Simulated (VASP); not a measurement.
# WSe2 (P6_3/mmc) in VASP: a series of runs

One crystal, WSe2, is run at these levels: rev-vdW-DF2; tasks: relaxation of cell and atoms.

All numbers are computed with VASP 6.6.1; they aren't measurements. Logs are shortened: lines on timing, memory, paths and dates and some standing lists are left out, and cuts for length are marked.

## Step 1: Starting point

Symmetry: P6_3/mmc, No. 194, hexagonal system. Conventional cell: a = 3.290 Å, b = 3.290 Å, c = 12.970 Å, α = 90.00°, β = 90.00°, γ = 120.00°. W (site symmetry -6m2) has 6 Se at 2.53 Å as nearest neighbours. Around Se (site symmetry 3m) lie 3 W at 2.53 Å.

## Step 2: Relaxation of cell and atoms, rev-vdW-DF2

File INCAR:

```
SYSTEM = WSe2
PREC = Accurate ; ENCUT = 600
EDIFF = 1E-6 ; ISMEAR = 0
SIGMA = 0.03 ; LREAL = .False.
LASPH = .True. ; NELM = 80
ALGO = Normal ; ISIF = 3
LWAVE = .False. ; LCHARG = .False.
GGA = MK ; LUSE_VDW = .True.
AGGAC = 0.0 ; PARAM1 = 0.1234
PARAM2 = 0.711357 ; ZAB_VDW = -1.8867
IBRION = 2 ; NSW = 90
EDIFFG = -0.01 ; KPAR = 2
```

File KPOINTS:

```
regular mesh
0
Gamma
  9 9 2
  0 0 0
```

File POSCAR:

```
WSe2
1.0
    3.2900000000      0.0000000000      0.0000000000
   -1.6450000000      2.8492235785      0.0000000000
    0.0000000000      0.0000000000     12.9700000000
W Se
2 4
Direct
    0.3333333333      0.6666666667      0.2500000000
    0.6666666667      0.3333333333      0.7500000000
    0.3333333333      0.6666666667      0.6210000000
    0.6666666667      0.3333333333      0.1210000000
    0.3333333333      0.6666666667      0.8790000000
    0.6666666667      0.3333333333      0.3790000000
```

Potentials or basis: VASP PAW PBE potentials, release 64 (W_sv, Se).

Launch:

```console
cat potpaw_PBE.64/W_sv/POTCAR potpaw_PBE.64/Se/POTCAR > POTCAR
mpirun -np 2 vasp_std > vasp.out
```

OUTCAR:

```text
SYSTEM = WSe2
   PREC = Accurate
   ENCUT = 600
   EDIFF = 1E-6
   ISMEAR = 0
   LREAL = .False.
   LASPH = .True.
   NELM = 80
   ISIF = 3
   GGA = MK
   IBRION = 2
   NSW = 90
   EDIFFG = -0.01

 ion  position               nearest neighbor table
   1  0.333  0.667  0.250-   4 2.53   6 2.53   4 2.53   6 2.53   4 2.53   6 2.53
   2  0.667  0.333  0.750-   3 2.53   5 2.53   3 2.53   5 2.53   3 2.53   5 2.53
   3  0.333  0.667  0.621-   2 2.53   2 2.53   2 2.53
   4  0.667  0.333  0.121-   1 2.53   1 2.53   1 2.53
   5  0.333  0.667  0.879-   2 2.53   2 2.53   2 2.53
   6  0.667  0.333  0.379-   1 2.53   1 2.53   1 2.53

  LATTYP: Found a hexagonal cell.
 ALAT       =     3.2900000000
 C/A-ratio  =     3.9422492401

  Lattice vectors:

 A1 = (   3.2900000000,   0.0000000000,   0.0000000000)
 A2 = (  -1.6450000000,   2.8492235785,   0.0000000000)
 A3 = (   0.0000000000,   0.0000000000,  12.9700000000)

Analysis of symmetry for initial positions (statically):
=====================================================================
 Subroutine PRICEL returns:
 Original cell was already a primitive cell.

 Routine SETGRP: Setting up the symmetry group for a
 hexagonal supercell.

 Subroutine GETGRP returns: Found 24 space group operations
 (whereof 12 operations were pure point group operations)
 out of a pool of 24 trial point group operations.

The static configuration has the point symmetry D_3d.
 The point group associated with its full space group is D_6h.

Analysis of symmetry for dynamics (positions and initial velocities):
=====================================================================
 Subroutine PRICEL returns:
 Original cell was already a primitive cell.

 Routine SETGRP: Setting up the symmetry group for a
 hexagonal supercell.

 Subroutine GETGRP returns: Found 24 space group operations
 (whereof 12 operations were pure point group operations)
 out of a pool of 24 trial point group operations.

The dynamic configuration has the point symmetry D_3d.
 The point group associated with its full space group is D_6h.

 Subroutine INISYM returns: Found 24 space group operations
 (whereof 12 operations are pure point group operations),
 and found     1 'primitive' translations

----------------------------------------------------------------------------------------

[... 86 lines left out ...]
   ions per type =               2   4
   NGX,Y,Z   is equivalent  to a cutoff of  14.15, 14.15, 13.84 a.u.
   NGXF,Y,Z  is equivalent  to a cutoff of  28.30, 28.30, 27.69 a.u.
 SYSTEM =  WSe2
   PREC   = accura    normal or accurate (medium, high low for compatibility)
   ISTART =      0    job   : 0-new  1-cont  2-samecut
   ICHARG =      2    charge: 1-file 2-atom 10-const
   ISPIN  =      1    spin polarized calculation?
   LNONCOLLINEAR =      F non collinear calculations
   LSORBIT =      F    spin-orbit coupling
   LASPH  =      T    aspherical Exc in radial PAW
   ENCUT  =  600.0 eV  44.10 Ry    6.64 a.u.   6.57  6.57 25.90*2*pi/ulx,y,z
   NELM   =     80;   NELMIN=  2; NELMDL= -5     # of ELM steps
   EDIFF  = 0.1E-05   stopping-criterion for ELM
   LREAL  =      F    real-space projection
   EDIFFG = -.1E-01   stopping-criterion for IOM
   NSW    =     90    number of steps for IOM
   IBRION =      2    ionic relax: 0-MD 1-quasi-New 2-CG
   NFREE  =      1    steps in history (QN), initial steepest desc. (CG)
   ISIF   =      3    stress and relaxation
   ISYM   =      2    0-nonsym 1-usesym 2-fastsym
   POTIM  = 0.5000    time-step for ionic-motion
   TEBEG  =    0.0;   TEEND  =   0.0 temperature during run
   PSTRESS=    0.0 pullay stress
   NELECT =      52.0000    total number of electrons
   NUPDOWN=      -1.0000    fix difference up-down
   EMIN   =  10.00;   EMAX   =-10.00  energy-range for DOS
   EFERMI =   0.00;   METHOD = LEGACY
   ISMEAR =     0;   SIGMA  =   0.03  broadening in eV -4-tet -1-fermi 0-gaus
   EFERMI_NEDOS =   21; number of points for ismear=-14 and -15
   IALGO  =     38    algorithm
   IMIX   =      4    mixing-type and parameters
     AMIX     =   0.40;   BMIX     =  1.00
     AMIX_MAG =   1.60;   BMIX_MAG =  1.00
  volume/ion in A,a.u.               =      20.26       136.74
  Fermi-wavevector in a.u.,A,eV,Ry     =   1.233451  2.330884 20.699914  1.521401
  Thomas-Fermi vector in A             =   2.368180
   LORBIT       =      0    0 simple, 1 ext, 2 COOP (PROOUT), +10 PAW based schemes
   GGA     = MK    functional components
   LHFCALC =     F    Hartree Fock is set to
   AEXX    =    0.0000 exact exchange contribution
   IVDW_NL    =     1    kernel type
   BPARAM     = 6.3000
   IVDW    =     0    specifies the selected vdW correction
   LEPSILON=     F    determine dielectric tensor
   LRPA    =     F    only Hartree local field effects (RPA)
 conjugate gradient relaxation of ions
 non-spin polarized calculation
 Gauss-broadening in eV      SIGMA  =   0.03
  energy-cutoff  :      600.00
  volume of cell :      121.58
 maximum number of plane-waves:      4120
 NGX is ok and might be reduce to    28
   NGX = 13   NGY = 13   NGZ = 51

--------------------------------------- Ionic step        1  -------------------------------------------

 number of electron      51.9999998 magnetization

 Free energy of the ion-electron system (eV)
  ---------------------------------------------------
  ext. energy  EPLUGINS =         0.00000000
  ---------------------------------------------------
  free energy    TOTEN  =       -32.43384943 eV

  energy without entropy =      -32.43384943  energy(sigma->0) =      -32.43384943

------------------------ aborting loop because EDIFF is reached ----------------------------------------

  FORCE on cell =-STRESS in cart. coord.  units (eV):
  Direction    XX          YY          ZZ          XY          YZ          ZX
  --------------------------------------------------------------------------------------
  -------------------------------------------------------------------------------------
  Total        1.5265370      1.5265370      2.3912730      0.0000000      0.0000000     -0.0000000
  in kB       20.1166435     20.1166435     31.5120993      0.0000000      0.0000000     -0.0000000
  external PRESSURE =      23.9151288 kB  Pullay stress =       0.0000000 kB
[... 323 lines left out ...]
--------------------------------------- Ionic step        9  -------------------------------------------

 number of electron      52.0000000 magnetization

 Free energy of the ion-electron system (eV)
  ---------------------------------------------------
  ext. energy  EPLUGINS =         0.00000000
  ---------------------------------------------------
  free energy    TOTEN  =       -32.44992237 eV

  energy without entropy =      -32.44992237  energy(sigma->0) =      -32.44992237

 E-fermi :   6.1284     XC(G=0): -10.7449

 val. band max:        5.9234818127   @ k =   0.0000   0.0000   0.0000
 cond. band min:       6.9768411335   @ k =   0.2222   0.1111   0.0000
 fundamental gap:      1.0533593208
 Fermi energy:         6.1283968915

 k-point     1 :       0.0000    0.0000    0.0000
  band No.  band energies     occupation
      1     -68.4174      2.00000
      2     -68.4173      2.00000
      3     -32.6376      2.00000
      4     -32.6375      2.00000
      5     -32.5156      2.00000
      6     -32.5156      2.00000
[... 842 lines left out ...]
  energy  without entropy=      -32.4499223660  energy(sigma->0) =      -32.44992237

Total vdW correction in eV:      6.6491798

 reached required accuracy - stopping structural energy minimisation
```

Run time: 21 min. Hardware: 2 MPI ranks of Intel Xeon Platinum 8375C at 2.90GHz (Ice Lake), shared host; peak memory 0.75 GiB.

Results:

```yaml
Free_energy: -32.4499 eV
Relaxed_volume: 20.63 Å³/atom
Relaxed_cell: a = 3.303 Å, b = 3.303 Å, c = 13.095 Å, α = 90.00°, β = 90.00°, γ = 120.00°
Space_group_after_relaxing_to_0.05_Å: P6_3/mmc (No. 194)
Energy_gained_by_relaxing: 2.7 meV/atom
Ionic_steps: 9
Pressure_after_relaxing: 0.0 GPa
Largest_force_after_relaxing: 0.004 eV/Å
Band_gap_on_the_k_mesh: 1.05 eV, indirect (least direct gap 1.51 eV)
```

Forces in eV/Å, atoms in the order of the input:
```
W    0.000  0.000  0.000
W    0.000  0.000  0.000
Se   0.000  0.000 -0.004
Se   0.000  0.000 -0.004
Se   0.000  0.000  0.004
Se   0.000  0.000  0.004
```

Stress tensor (GPa, compression positive):
```
-0.04  0.00  0.00
 0.00 -0.04  0.00
 0.00  0.00  0.07
```

The path:
```
step  energy change (eV)  largest force (eV/Å)  pressure (GPa)  volume (Å³)
   1              0.0000                0.3091            2.39       121.58
   2              0.0572                0.6847           -4.63       126.98
   3             -0.0156                0.0244            0.01       123.25
   4             -0.0157                0.0181            0.04       123.22
   5             -0.0157                0.0150            0.05       123.28
   6             -0.0159                0.0064            0.01       123.47
   7             -0.0160                0.0115           -0.03       123.86
   8             -0.0160                0.0054           -0.03       123.74
   9             -0.0161                0.0042            0.00       123.75
```

Final structure:
```
W Se
1.0
     3.30347    0.00000    0.00000
    -1.65173    2.86089    0.00000
     0.00000    0.00000   13.09457
W Se
2 4
Direct
  0.33333 0.66667 0.25000
  0.66667 0.33333 0.75000
  0.33333 0.66667 0.62120
  0.66667 0.33333 0.12120
  0.33333 0.66667 0.87880
  0.66667 0.33333 0.37880
```

Levels at points of the mesh, in eV from the valence-band top:
| k point | band 22 | band 23 | band 24 | band 25 | band 26 | band 27 | band 28 | band 29 | band 30 | band 31 |
| --- | --- | --- | --- | --- | --- | --- | --- | --- | --- | --- |
| (0.00, 0.00, 0.00) | -1.42 | -1.42 | -1.07 | -1.06 | 0.00 | 2.63 | 2.63 | 2.68 | 2.69 | 2.70 |
| (0.00, 0.00, 0.50) | -1.45 | -1.45 | -1.45 | -0.21 | -0.21 | 2.63 | 2.63 | 2.63 | 2.63 | 2.81 |

Caveat: the PAW data sets were made with another functional, which shifts forces and pressure a little; spin-orbit coupling is left out, which moves the levels of the heavy elements; an odd mesh through Γ misses points on the zone boundary, where band edges often lie.

## Step 3: Relaxation of cell and atoms, rev-vdW-DF2

This run uses another cell than the first one, of 20.63 Å³/atom, 1.018 times its volume.

Changes to INCAR since step 2:

```diff
@@ -2,3 +2,3 @@
 PREC = Accurate ; ENCUT = 600
-EDIFF = 1E-6 ; ISMEAR = 0
+EDIFF = 1E-7 ; ISMEAR = 0
 SIGMA = 0.03 ; LREAL = .False.
@@ -11,2 +11,2 @@
 IBRION = 2 ; NSW = 90
-EDIFFG = -0.01 ; KPAR = 2
+EDIFFG = -0.005 ; KPAR = 2
```

KPOINTS is that of step 2.

File POSCAR:

```
WSe2                                    
1.0
    3.3034692218      0.0000000000      0.0000000000
   -1.6517346109      2.8608882668     -0.0000000000
    0.0000000000     -0.0000000000     13.0945724670
  W               Se            
     2     4
Direct
     0.3333333332999970    0.6666666667000030    0.2500000000000000
     0.6666666667000030    0.3333333332999970    0.7500000000000000
     0.3333333332999970    0.6666666667000030    0.6211964794556332
     0.6666666667000030    0.3333333332999970    0.1211964794556332
     0.3333333332999970    0.6666666667000030    0.8788035205443668
     0.6666666667000030    0.3333333332999970    0.3788035205443669
```

Potentials or basis: VASP PAW PBE potentials, release 64 (W_sv, Se).

Launch:

```console
cat potpaw_PBE.64/W_sv/POTCAR potpaw_PBE.64/Se/POTCAR > POTCAR
mpirun -np 2 vasp_std > vasp.out
```

OUTCAR:

```text
SYSTEM = WSe2
   PREC = Accurate
   ENCUT = 600
   EDIFF = 1E-7
   ISMEAR = 0
   LREAL = .False.
   LASPH = .True.
   NELM = 80
   ISIF = 3
   GGA = MK
   IBRION = 2
   NSW = 90
   EDIFFG = -0.005

 ion  position               nearest neighbor table
   1  0.333  0.667  0.250-   4 2.55   6 2.55   4 2.55   6 2.55   4 2.55   6 2.55
   2  0.667  0.333  0.750-   3 2.55   5 2.55   3 2.55   5 2.55   3 2.55   5 2.55
   3  0.333  0.667  0.621-   2 2.55   2 2.55   2 2.55
   4  0.667  0.333  0.121-   1 2.55   1 2.55   1 2.55
   5  0.333  0.667  0.879-   2 2.55   2 2.55   2 2.55
   6  0.667  0.333  0.379-   1 2.55   1 2.55   1 2.55

  LATTYP: Found a hexagonal cell.
 ALAT       =     3.3034692218
 C/A-ratio  =     3.9638851122

  Lattice vectors:

 A1 = (   3.3034692218,   0.0000000000,   0.0000000000)
 A2 = (  -1.6517346109,   2.8608882668,   0.0000000000)
 A3 = (   0.0000000000,   0.0000000000,  13.0945724670)

Analysis of symmetry for initial positions (statically):
=====================================================================
 Subroutine PRICEL returns:
 Original cell was already a primitive cell.

 Routine SETGRP: Setting up the symmetry group for a
 hexagonal supercell.

 Subroutine GETGRP returns: Found 24 space group operations
 (whereof 12 operations were pure point group operations)
 out of a pool of 24 trial point group operations.

[... 166 lines left out ...]

 number of electron      52.0000000 magnetization

 Free energy of the ion-electron system (eV)
  ---------------------------------------------------
  ext. energy  EPLUGINS =         0.00000000
  ---------------------------------------------------
  free energy    TOTEN  =       -32.45012319 eV

  energy without entropy =      -32.45012319  energy(sigma->0) =      -32.45012319

------------------------ aborting loop because EDIFF is reached ----------------------------------------

  FORCE on cell =-STRESS in cart. coord.  units (eV):
  Direction    XX          YY          ZZ          XY          YZ          ZX
  --------------------------------------------------------------------------------------
  -------------------------------------------------------------------------------------
  Total       -0.0185056     -0.0185056      0.0508323      0.0000000      0.0000000     -0.0000000
  in kB       -0.2395799     -0.2395799      0.6580940      0.0000000      0.0000000     -0.0000000
  external PRESSURE =       0.0596447 kB  Pullay stress =       0.0000000 kB
[... 71 lines left out ...]
--------------------------------------- Ionic step        3  -------------------------------------------

 number of electron      52.0000000 magnetization

 Free energy of the ion-electron system (eV)
  ---------------------------------------------------
  ext. energy  EPLUGINS =         0.00000000
  ---------------------------------------------------
  free energy    TOTEN  =       -32.45013285 eV

  energy without entropy =      -32.45013285  energy(sigma->0) =      -32.45013285

 E-fermi :   6.1267     XC(G=0): -10.7446

 val. band max:        5.9199217224   @ k =   0.0000   0.0000   0.0000
 cond. band min:       6.9743787036   @ k =   0.2222   0.1111   0.0000
 fundamental gap:      1.0544569812
 Fermi energy:         6.1266610261

 k-point     1 :       0.0000    0.0000    0.0000
  band No.  band energies     occupation
      1     -68.4184      2.00000
      2     -68.4184      2.00000
      3     -32.6388      2.00000
      4     -32.6388      2.00000
      5     -32.5162      2.00000
      6     -32.5162      2.00000
[... 842 lines left out ...]
  energy  without entropy=      -32.4501328533  energy(sigma->0) =      -32.45013285

Total vdW correction in eV:      6.6492172

 reached required accuracy - stopping structural energy minimisation
```

OSZICAR:

```text
N       E                     dE             d eps       ncg     rms          rms(c)
DAV:   1     0.559402387017E+03    0.55940E+03   -0.30253E+04  1632   0.181E+03
DAV:   2     0.425654311138E+01   -0.55515E+03   -0.54284E+03  1707   0.455E+02
DAV:   3    -0.334459825701E+02   -0.37703E+02   -0.37198E+02  1883   0.104E+02
[... 23 lines left out ...]
DAV:   1    -0.324501421396E+02   -0.11309E-04   -0.29840E-04  1582   0.124E-01    0.166E-02
DAV:   2    -0.324501349609E+02    0.71786E-05   -0.46516E-05  1941   0.371E-02    0.951E-03
DAV:   3    -0.324501333139E+02    0.16470E-05   -0.64524E-06  1849   0.129E-02    0.461E-03
DAV:   4    -0.324501328580E+02    0.45587E-06   -0.22770E-06  1784   0.735E-03    0.183E-03
DAV:   5    -0.324501328533E+02    0.47557E-08   -0.96488E-08  1097   0.173E-03
   3 F= -.32450133E+02 E0= -.32450133E+02  d E =-.966322E-05
```

Wall time 9.6 min (2 MPI ranks of Intel Xeon Platinum 8375C at 2.90GHz (Ice Lake), shared host); peak memory 0.74 GiB.

What came out:

```yaml
Free_energy: -32.4501 eV
Energy_gained_by_relaxing: 0.0 meV/atom
Ionic_steps: 3
Pressure_after_relaxing: 0.0 GPa
Largest_force_after_relaxing: 0.004 eV/Å
Band_gap_on_the_k_mesh: 1.05 eV, indirect (least direct gap 1.51 eV)
```

Forces in eV/Å, atoms in the order of the input:
```
W    0.000  0.000  0.000
W    0.000  0.000  0.000
Se   0.000  0.000  0.004
Se   0.000  0.000  0.004
Se   0.000  0.000 -0.004
Se   0.000  0.000 -0.004
```

Final structure:
```cif
data_structure
_symmetry_space_group_name_H-M 'P 1'
_symmetry_Int_Tables_number 1
_cell_length_a 3.3031
_cell_length_b 3.3031
_cell_length_c 13.0982
_cell_angle_alpha 90.000
_cell_angle_beta 90.000
_cell_angle_gamma 120.000
_cell_volume 123.76
loop_
_atom_site_label
_atom_site_type_symbol
_atom_site_fract_x
_atom_site_fract_y
_atom_site_fract_z
_atom_site_occupancy
W1 W 0.33333 0.66667 0.25000 1
W2 W 0.66667 0.33333 0.75000 1
Se1 Se 0.33333 0.66667 0.62119 1
Se2 Se 0.66667 0.33333 0.12119 1
Se3 Se 0.33333 0.66667 0.87881 1
Se4 Se 0.66667 0.33333 0.37881 1
```

Caveat: the PAW data sets were made with another functional, which shifts forces and pressure a little; spin-orbit coupling is left out, which moves the levels of the heavy elements; an odd mesh through Γ misses points on the zone boundary, where band edges often lie.
